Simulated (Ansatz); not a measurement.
Method: Ansatz, DFT PBE, scalar-relativistic, plane waves, PAW. All cells share a 420 eV cutoff and Γ-centred k meshes spaced at most about 0.3 Å⁻¹ (about 0.25 or finer for metals, 2π included). No spin polarisation.

All energies are static (0 K, no zero-point motion).

Two forms of Li₂H were relaxed alike.

1.

```cif
data_structure
_symmetry_space_group_name_H-M 'P-3m1'
_symmetry_Int_Tables_number 164
_cell_length_a 2.8374
_cell_length_b 2.8374
_cell_length_c 4.9885
_cell_angle_alpha 90.000
_cell_angle_beta 90.000
_cell_angle_gamma 120.000
_cell_volume 34.78
loop_
_atom_site_label
_atom_site_type_symbol
_atom_site_symmetry_multiplicity
_atom_site_Wyckoff_symbol
_atom_site_fract_x
_atom_site_fract_y
_atom_site_fract_z
_atom_site_occupancy
Li1 Li 2 d 0.33333 0.66667 0.26429 1
H1 H 1 b 0.00000 0.00000 0.50000 1
```

2.

```cif
data_structure
_symmetry_space_group_name_H-M 'I4_1/amd:1'
_symmetry_Int_Tables_number 141
_cell_length_a 4.1040
_cell_length_b 4.1040
_cell_length_c 8.3042
_cell_angle_alpha 90.000
_cell_angle_beta 90.000
_cell_angle_gamma 90.000
_cell_volume 139.87
loop_
_atom_site_label
_atom_site_type_symbol
_atom_site_symmetry_multiplicity
_atom_site_Wyckoff_symbol
_atom_site_fract_x
_atom_site_fract_y
_atom_site_fract_z
_atom_site_occupancy
Li1 Li 8 e 0.00000 0.00000 0.27398 1
H1 H 4 b 0.50000 0.00000 0.25000 1
```

**Question.** Which form is favoured at zero pressure, and by what margin per atom?

**Answer.** They are level within the accuracy (under 1 meV/atom apart). Cell 1 has the anti-cadmium iodide type, space group P-3m1 (No. 164), 11.6 Å³/atom and no gap on its mesh; cell 2 has the anti-anatase type, space group I4_1/amd (No. 141), 11.7 Å³/atom and no gap. Counting H atoms around Li (those within 1.25 times the shortest such distance or 1.15 times the sum of covalent radii, 1.27 where that leaves under three; a plus sign parts nearer from farther groups), cell 1 has Li 3 and cell 2 has Li 1+2. In cell 1, Li has 3 H at 2.02 Å, 9 Li at 2.84–2.87 Å and 3 Li at 3.10 Å; around H lie 6 Li at 2.02 Å. In cell 2, Li has 1 H at 1.88 Å, 2 H at 2.06 Å, 2 Li at 2.65 Å and 8 Li at 2.92–2.93 Å; H is surrounded by 2 Li at 1.88 Å and 4 Li at 2.06 Å. Both come from invented guesses. Shaken at random and relaxed again, cell 1 came back. The lowest form computed isn't among them: it has space group Pmmn (No. 59), 11.8 Å³/atom and lies 8 meV/atom below the best shown. Checks on cell 1: no imaginary mode on a 3×3×2 q mesh.

The k mesh leaves some 4 meV/atom of noise in the energy of each metallic cell. With hydrogen, zero-point motion can shift such differences by 10 meV/atom or more. Cells without such a test can be saddle points. Some candidate types were left out of the draw beforehand, so a known form may be missing.
